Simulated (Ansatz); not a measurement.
Crystal: Sr, bcc type, 1 atom in the cell.

These are results of PBE, plane waves, PAW datasets (generated soft set 1) (Ansatz), not measurements.

Cutoff 420 eV; k-mesh 32×32×32 Γ-centred; Fermi–Dirac smearing of 0.0612 eV; no spin polarisation.

The fit to the energies gives V₀ = 54.003 Å³/atom (a₀ = 4.762 Å), B₀ = 11.5 GPa, B₀′ = 3.74.

Problem. What pressure does the program print at V = 55.132 Å³/atom, and how far above the lowest computed point (V = 54.051 Å³/atom) does the energy lie?

Solution. -0.23 GPa and 0.82 meV/atom. All points:

| V (Å³/atom) | a (Å) | E − E(min) (meV/atom) | P (GPa) |
| --- | --- | --- | --- |
| 50.808 | 4.6665 | 7.47 | 0.79 |
| 51.889 | 4.6993 | 3.17 | 0.50 |
| 52.970 | 4.7317 | 0.73 | 0.23 |
| 54.051 | 4.7637 | 0.00 | -0.01 |
| 55.132 | 4.7953 | 0.82 | -0.23 |
| 56.213 | 4.8264 | 3.05 | -0.43 |
| 57.294 | 4.8571 | 6.56 | -0.61 |

The published all-electron PBE values for this crystal (mean of FLEUR and WIEN2k, k-spacing 0.06 Å⁻¹; Bosoni et al., Nat. Rev. Phys. 6, 45 (2024)) are V₀ = 54.013 Å³/atom, B₀ = 11.5 GPa, B₀′ = 3.73.

The stress includes the program's correction for the finite plane-wave basis.

This cubic structure is a model: it isn't the usual form of the substance at ambient conditions, and such phases are metastable or hypothetical.
